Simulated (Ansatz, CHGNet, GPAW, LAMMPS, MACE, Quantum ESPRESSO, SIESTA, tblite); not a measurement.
# Running glassy 68SiO2-14MgO-11ZnO-7BaO (mol %) (75 atoms) with GPAW

Aim: run glassy 68SiO2-14MgO-11ZnO-7BaO (mol %) (75 atoms) in GPAW and see how near its forces come to a plane-wave reference, and at what cost.

Method: the method is named at each step, in GPAW 26.7.0.

## (1) The starting structure

The cell holds 75 atoms: 19 Si, 4 Mg, 3 Zn, 2 Ba and 47 O. Its edges and angles: a = 10.675 Å, b = 10.675 Å, c = 10.675 Å, α = 90.0°, β = 90.0°, γ = 90.0°. 75 atoms (19 Si, 4 Mg, 3 Zn, 2 Ba, 47 O) placed at random at 2.53 g/cm³, melted at 4000 K for 10 ps at fixed volume with the Morse and Coulomb pair potential with partial charges (Pedone, Malavasi, Menziani, Cormack and Segre, J. Phys. Chem. B 110, 11780 (2006)). Quenched from 4000 K to 300 K at 25 K/ps and fixed volume, held 5 ps, then minimised at fixed cell.

The yardstick, on the same geometry:

| Property | Result |
| --- | --- |
| method | Kohn-Sham DFT, PBE, SSSP efficiency 1.3.0 pseudopotentials, plane waves (Quantum ESPRESSO 7.5); sssp-pbe-1.3.0-efficiency, cutoffs 60/480 Ry, Γ point |
| r.m.s. force component | 0.8484 eV/Å |
| longest force | 2.977 eV/Å |
| pressure | 0.5213 GPa |
| gap (highest filled to lowest empty level) | 2.283 eV |
| time | 3.7 min on 4 MPI ranks of Arm Neoverse V1, shared host |
| CPU time | 15 min |

## (2) PBE, LCAO dzp, h 0.18 Å

Method: Kohn-Sham DFT, PBE, PAW, atomic orbitals (dzp).

run.py reads:

```python
import numpy as np
from ase.io import read
from gpaw import GPAW, FermiDirac

atoms = read("structure.xyz")
atoms.calc = GPAW(
    mode="lcao",
    basis="dzp",
    h=0.18,
    xc="PBE",
    kpts={"size": (1, 1, 1), "gamma": True},
    occupations=FermiDirac(0.05),
    maxiter=200,
    symmetry={"point_group": False},
    txt="gpaw.txt",
)
energy = atoms.get_potential_energy(force_consistent=True)
forces = atoms.get_forces()
print(f"energy {energy:.6f} eV")
print("forces (eV/A)")
for i, (a, f) in enumerate(zip(atoms, forces)):
    print(f"{i:4d} {a.symbol:2s} {f[0]:10.5f} {f[1]:10.5f} {f[2]:10.5f}")
print(f"Fermi level {atoms.calc.get_fermi_level():.4f} eV")
for k in range(len(atoms.calc.get_ibz_k_points())):
    for s in range(atoms.calc.get_number_of_spins()):
        e = atoms.calc.get_eigenvalues(kpt=k, spin=s)
        n = np.searchsorted(e, atoms.calc.get_fermi_level())
        print(f"k {k} spin {s} levels about the Fermi level:", np.round(e[max(n - 6, 0):n], 4).tolist(), "|", np.round(e[n:n + 6], 4).tolist())
```

structure.xyz reads:

```xyz
75
Lattice="10.67530 0.00000 0.00000 0.00000 10.67530 0.00000 0.00000 0.00000 10.67530" Properties=species:S:1:pos:R:3 pbc="T T T"
Si 3.56342 9.52013 4.23916
Si 3.74714 4.18931 1.37306
Si 8.95754 3.20793 0.20689
Si 9.42640 6.08150 9.51340
Si 7.96858 1.98230 5.92810
Si 2.45062 9.88255 8.81139
Si 1.18432 10.58456 5.97432
Si 8.78929 9.63958 5.80267
Si 3.57868 6.27387 3.73273
Si 9.47219 8.24624 1.17556
Si 7.30361 7.61853 7.68547
Si 6.55890 9.40259 1.80744
Si 7.77162 1.12838 8.94836
Si 0.30382 2.88820 5.41430
Si 3.80681 4.42278 8.97633
Si 1.68905 6.78309 8.41534
Si 9.24150 7.05296 4.00900
Si 1.07436 5.82914 5.57646
Si 5.60048 9.50657 9.52514
Mg 7.64031 4.07796 3.36517
Mg 5.76701 5.05967 6.16659
Mg 6.38682 7.22953 4.47829
Mg 10.51400 0.25450 10.38216
Zn 0.53921 3.14366 1.98112
Zn 4.98964 1.30922 2.55983
Zn 1.74637 2.28377 10.23324
Ba 2.64747 8.60600 1.16105
Ba 4.52868 1.48803 6.94620
O 10.59822 9.27299 0.77492
O 3.44535 7.92321 3.74511
O 0.34481 3.07780 3.85400
O 2.93421 3.06467 8.91035
O 7.46983 1.81662 7.48798
O 4.62027 3.15679 2.16890
O 9.46066 2.58054 5.89084
O 9.16058 0.39050 8.97216
O 10.36497 10.00457 5.99407
O 7.03065 2.96368 5.10717
O 1.14557 1.53874 5.80886
O 4.85182 4.37047 7.78357
O 10.45144 2.36650 0.27905
O 5.56493 9.21342 0.42883
O 8.35385 6.62851 8.43840
O 2.26797 3.51762 1.13094
O 0.81346 4.29595 6.06058
O 6.51642 0.24009 2.17904
O 6.51748 0.13376 9.22880
O 2.24523 5.78868 4.48544
O 1.56084 6.75330 6.81330
O 0.27126 6.28423 8.96544
O 4.54821 9.81071 5.40352
O 10.41034 6.43785 4.93434
O 2.83974 5.75196 8.83488
O 4.86997 5.82882 4.51224
O 1.98016 10.31490 7.36372
O 8.04309 6.01329 3.87716
[... 15 atom lines left out ...]
O 7.93623 2.27000 10.08997
O 4.31261 4.49398 10.54357
O 9.21428 4.56519 10.01204
O 3.77489 10.47941 2.97595
```

Launch:

```sh
$ OMP_NUM_THREADS=1 python run.py > output.txt
```

What it wrote:

```text
energy -504.131420 eV
forces (eV/A)
   0 Si    0.10321    0.53106    1.04211
   1 Si   -0.77987    0.22022   -0.67929
   2 Si    0.59837    0.17681   -0.77554
   3 Si    0.28974    0.85101    0.56886
   4 Si    1.93489   -1.79887    0.89065
   5 Si   -0.02576   -1.28345   -0.41959
   6 Si   -0.63294    0.30872   -1.04432
   7 Si    0.48049   -0.15830    0.10131
   8 Si   -1.01991    0.56225   -0.20077
   9 Si   -1.59222   -0.08248    0.61811
  10 Si    1.14788    1.22009    0.53173
  11 Si    0.48496   -1.21784   -0.21485
  12 Si    1.85245   -0.60061    0.12555
  13 Si   -0.35906   -0.26373   -0.65186
  14 Si   -1.09596    0.05026    1.00680
  15 Si   -0.15397   -0.59393   -0.38864
  16 Si    0.76529    0.91083   -0.03135
  17 Si   -0.22960   -0.40947    0.16353
  18 Si    1.26673    0.03647    0.41521
  19 Mg    0.83995   -0.13888   -0.26806
  20 Mg   -0.40620    0.12966    1.00888
  21 Mg    0.29031    1.30160   -0.67770
  22 Mg   -1.44477   -0.49605   -0.34576
  23 Zn   -0.13511    0.17778    1.58787
[...]
67 O     0.01538    0.65541    1.20801
  68 O     0.02010    0.68209   -0.79507
  69 O    -0.25560    1.15842   -0.92140
  70 O    -0.98717    0.34778   -0.60367
  71 O    -2.08939    0.63529    0.40706
  72 O     1.48193    0.91934    0.25737
  73 O     0.08223   -0.19059   -0.91545
  74 O    -0.77221    0.74166   -2.77583
Fermi level 3.2059 eV
k 0 spin 0 levels about the Fermi level: [1.332, 1.4448, 1.5146, 1.7116, 1.8616, 2.1504] | [4.2648, 5.0306, 5.7033, 5.8445, 6.0413, 6.2027]
```

gpaw.txt:

```text
Input parameters:
  mode=LCAO(),
  basis={'default': 'dzp'},
  h=0.18,
  kpts=MonkhorstPack(size=(1, 1, 1), gamma=True),
  maxiter=200,
  occupations=Occupations(name='fermi-dirac', width=0.05, fixmagmom=False),
  symmetry=Symmetry(point_group=False),
  xc=XC(name='PBE')
Unit cell  # Å
| periodic |         x |         y |         z |   lengths |    angles |
|----------|-----------|-----------|-----------|-----------|-----------|
|      yes | 10.675300 |  0.000000 |  0.000000 | 10.675300 | 90.000000 |
|      yes |  0.000000 | 10.675300 |  0.000000 | 10.675300 | 90.000000 |
|      yes |  0.000000 |  0.000000 | 10.675300 | 10.675300 | 90.000000 |
Number of symmetries: 1
Symmetry operations  # r_c * U_cc + t_c -> r_c
|   | kind |            matrix            |
|---|------|------------------------------|
| 0 |  E   |  1, 0, 0,  0, 1, 0,  0, 0, 1 |
BZ-sampling:
  Number of BZ points: 1
  Number of IBZ points: 1
  Monkhorst-Pack size: [1, 1, 1]
  Monkhorst-Pack shift: [0, 0, 0]
[... lines left out ...]
eigensolver:
density mixing:
  MSR1-Mixer
occupation numbers:
  Fermi-Dirac:
    width: 0.0500  # eV
FastPoissonSolver using
    Stencil: 6*3+1=19 point O(h^6) finite-difference Laplacian
xc functional:
  name: PBE with 2 nearest neighbor stencil
interpolation: tri-quintic # 5. degree polynomial
Initialization done in: 16.756 s
convergence criteria:
- Maximum [total energy] change in last 3 cyles: 0.0005 eV / valence electron
- Maximum integral of absolute [dens]ity change: 0.0001 electrons / valence electron
- Maximum integral of absolute [eigenst]ate change: 4e-08 eV^2 / valence electron
maximum number of iterations: 200
SCF iterations
|iter     |      energy | eigst |  dens |
|---------|-------------|-------|-------|
|iter:   1| -552.804130 |      c|       |
|iter:   2| -540.131532 |      c| -0.83 |
|iter:   3| -503.632624 |      c| -0.88 |
|iter:   4| -503.967494 |      c| -1.47 |
|iter:   5| -504.177217 |      c| -1.77 |
|iter:   6| -504.132415c|      c| -2.34 |
|iter:   7| -504.131668c|      c| -3.10 |
|iter:   8| -504.131433c|      c| -3.44 |
|iter:   9| -504.131422c|      c| -3.99 |
|iter:  10| -504.131420c|      c| -4.45c|
Converged in 10 steps
SCF loop duration: 128.278 s (12.828 s/step)
Energy contributions relative to reference atoms: (reference = -856698.843443)
Energy contributions:
  Kinetic:         567.414653
  Coulomb:        -484.963914
  Zero:              6.526880
  External:          0.000000
  Xc:             -593.109040
  Entropy:          -0.000000
  Spinorbit:         0.000000
  ----------------------------
  Free energy:    -504.131420
  Extrapolated:   -504.131420
dipole moment: (27.904262, -19.685083, -18.738258)  # |e|*Ang
Fermi level: 3.206
Eigenvalues  # (at kpt = [0.000, 0.000, 0.000])
| band index |      eig [eV] | occ [0-2] |
|------------|---------------|-----------|
|          0 |       -73.979 |     2.000 |
|        ... |               |           |
|        219 |         1.034 |     2.000 |
|        220 |         1.060 |     2.000 |
[...]
|        234 |         6.329 |     0.000 |
|        ... |               |           |
|        276 |        10.168 |     0.000 |
Gap: 2.114 eV
Transition (v -> c):
  (s=0, k=0, n=226, [0.00, 0.00, 0.00]) -> (s=0, k=0, n=227, [0.00, 0.00, 0.00])
No difference between direct/indirect transitions
Force computation time: 31.995  # s
timing:  # [seconds]
  Total:  177.062  # ━━━━━━━━━━━━━━━━━━━━━━━━━━━━━━━━━━━━━━━━━━━━━━━━━━━━━━━━
  Init:    16.756  # ━━━━━╸
  SCF:    128.278  # ━━━━━━━━━━━━━━━━━━━━━━━━━━━━━━━━━━━━━━━━╸
  Forces:  31.995  # ━━━━━━━━━━
```

The job ended after 3 min (1 thread of Arm Neoverse V1, shared host; peak memory 1.6 GiB).

Banners, paths, timers and routine set-up lines are dropped from the logs unmarked, and long logs keep their key lines alone; longer cuts are marked.

Against the reference:

- r.m.s. force component: 1.122 eV/Å
- r.m.s. difference of force components: 305.8 meV/Å
- longest difference of force vectors: 1031 meV/Å
- force difference over r.m.s. force: 36.05 %
- slope of forces against the reference's: 1.309
- correlation of force components: 0.9901
- gap (highest filled to lowest empty level): 2.114 eV
- gap difference: -0.1682 eV

This run lies far from the reference in forces at the same functional. Basis and potentials both differ; the latter hold 454 valence electrons against the reference's 446.

Length of the force difference by element (eV/Å):

| element | atoms | mean | most |
| --- | --- | --- | --- |
| Ba | 2 | 0.061 | 0.074 |
| Mg | 4 | 0.22 | 0.29 |
| O | 47 | 0.61 | 1.0 |
| Si | 19 | 0.15 | 0.29 |
| Zn | 3 | 0.097 | 0.15 |

Levels nearest the highest filled one (eV from it): -0.82, -0.71, -0.64, -0.44, -0.29, 0.00, 2.11, 2.88, 3.55, 3.69, 3.89, 4.05.

The surroundings of O65, picked at random, nearest first, numbered as they follow in the input and with coordinates relative to it.

| atom | x | y | z | distance (Å) | Fx | Fy | Fz (eV/Å) |
| --- | --- | --- | --- | --- | --- | --- | --- |
| O65 | 0.00 | 0.00 | 0.00 | 0.00 | -0.01 | 0.62 | -0.48 |
| Si6 | -1.62 | 0.01 | -0.22 | 1.64 | -0.03 | -1.28 | -0.42 |
| Si19 | 1.53 | -0.36 | 0.49 | 1.65 | 1.27 | 0.04 | 0.42 |
| O63 | -2.05 | -1.58 | -0.03 | 2.59 | 0.00 | 0.28 | 1.00 |
| O59 | -2.25 | 1.05 | 0.84 | 2.62 | -0.94 | 0.81 | 1.95 |
| O47 | 2.45 | 0.94 | 0.20 | 2.63 | -1.41 | 0.97 | -0.37 |
| O42 | 1.49 | -0.65 | 2.07 | 2.64 | -1.59 | -0.71 | 0.38 |
| O62 | 2.16 | -1.60 | -0.30 | 2.70 | -0.69 | -1.07 | 0.08 |
| O55 | -2.09 | 0.45 | -1.67 | 2.71 | 0.69 | 0.68 | -0.33 |

Atoms are counted from 1 here, from 0 in the log.

Forces lie 36 % from the reference's, at 0.20 times its CPU time (on 1 against 4 cores).

The difference per atom is largest on O (0.61 eV/Å on average, against 0.22 on Mg).

## (3) PBE, LCAO szp(dzp), h 0.18 Å

Method: Kohn-Sham DFT, PBE, PAW, atomic orbitals (szp(dzp)).

Changes to run.py since step 2:

```diff
@@ -7,3 +7,3 @@
     mode="lcao",
-    basis="dzp",
+    basis="szp(dzp)",
     h=0.18,
```

structure.xyz is that of step 2.

What it wrote:

```text
energy -479.526577 eV
forces (eV/A)
   0 Si    0.68705    0.82315    1.19671
   1 Si   -0.59199   -0.27995   -0.59066
   2 Si    0.52446    0.23261   -0.18042
   3 Si    0.26324    0.76642    0.67498
   4 Si    1.72120   -1.23867    0.64438
   5 Si   -0.11945   -0.91896   -0.12087
   6 Si   -0.58397    0.17232   -1.29262
   7 Si    0.42190   -0.17989    0.17010
   8 Si   -0.52145    0.49041    0.09004
   9 Si   -1.39595    0.36799    0.36321
  10 Si    0.98968    0.93592    0.16597
  11 Si    0.42206   -1.12509    0.64924
[...]
70 O    -1.01141    0.42540   -0.54780
  71 O    -2.08806    0.78777    0.46004
  72 O     1.39292    0.95804    0.30910
  73 O     0.10230    0.00809   -0.99029
  74 O    -0.90366    0.58284   -2.80728
Fermi level 3.5430 eV
k 0 spin 0 levels about the Fermi level: [1.6915, 1.7502, 1.8084, 2.0985, 2.185, 2.5465] | [4.5402, 5.2799, 5.8673, 6.074, 6.2091, 6.3771]
```

gpaw.txt:

```text
Input parameters:
  mode=LCAO(),
  basis={'default': 'szp(dzp)'},
  h=0.18,
  kpts=MonkhorstPack(size=(1, 1, 1), gamma=True),
  maxiter=200,
  occupations=Occupations(name='fermi-dirac', width=0.05, fixmagmom=False),
  symmetry=Symmetry(point_group=False),
  xc=XC(name='PBE')
[... lines left out ...]
  Fermi-Dirac:
[... lines left out ...]
convergence criteria:
- Maximum [total energy] change in last 3 cyles: 0.0005 eV / valence electron
[... lines left out ...]
Converged in 10 steps
[... lines left out ...]
  Free energy:    -479.526577
[... lines left out ...]
Fermi level: 3.543
[... lines left out ...]
|          0 |       -74.602 |     2.000 |
|        ... |               |           |
|        219 |         1.338 |     2.000 |
|        220 |         1.423 |     2.000 |
[...]
|        234 |         6.525 |     0.000 |
|        ... |               |           |
|        276 |        10.567 |     0.000 |
Gap: 1.994 eV
Transition (v -> c):
  (s=0, k=0, n=226, [0.00, 0.00, 0.00]) -> (s=0, k=0, n=227, [0.00, 0.00, 0.00])
No difference between direct/indirect transitions
Force computation time: 22.322  # s
timing:  # [seconds]
  Total:  131.034  # ━━━━━━━━━━━━━━━━━━━━━━━━━━━━━━━━━━━━━━━━━━━━━━━━━━━━━━━━
  Init:    13.015  # ━━━━━╸
  SCF:     95.666  # ━━━━━━━━━━━━━━━━━━━━━━━━━━━━━━━━━━━━━━━━━
  Forces:  22.322  # ━━━━━━━━━╸
```

Elapsed: 2.2 min, on 1 thread; peak memory 1.5 GiB.

Numbers from this run, and their distance from the reference:

```
r.m.s. force component                           : 1.088 eV/Å
r.m.s. difference of force components            : 302.8 meV/Å
longest difference of force vectors              : 975.9 meV/Å
force difference over r.m.s. force               : 35.7 %
slope of forces against the reference's          : 1.259
correlation of force components                  : 0.9815
gap (highest filled to lowest empty level) : 1.994 eV
gap difference                                   : -0.2889 eV
```

This is a coarse setting, run to see what it loses.

Against the first run (36 %), the force difference from the reference is 36 %, at 0.74 times the CPU time, with 706 basis functions against 1055: size alone doesn't set the difference here.

(Continued in part 2 of 2.)

[Also dropped from logs without a mark: logging warnings of Python, and SIESTA's first energy breakdown and zero terms.]

[Logs are printed without paths, hosts, clocks, repeated set-up lines and the standing remarks that a program may print on its own settings, such as how far it seeks lower states.]

[Hosts, paths, dates, database ids (printed as entryN), source tags and the programs' standing remarks are cut or masked in the printed files.]
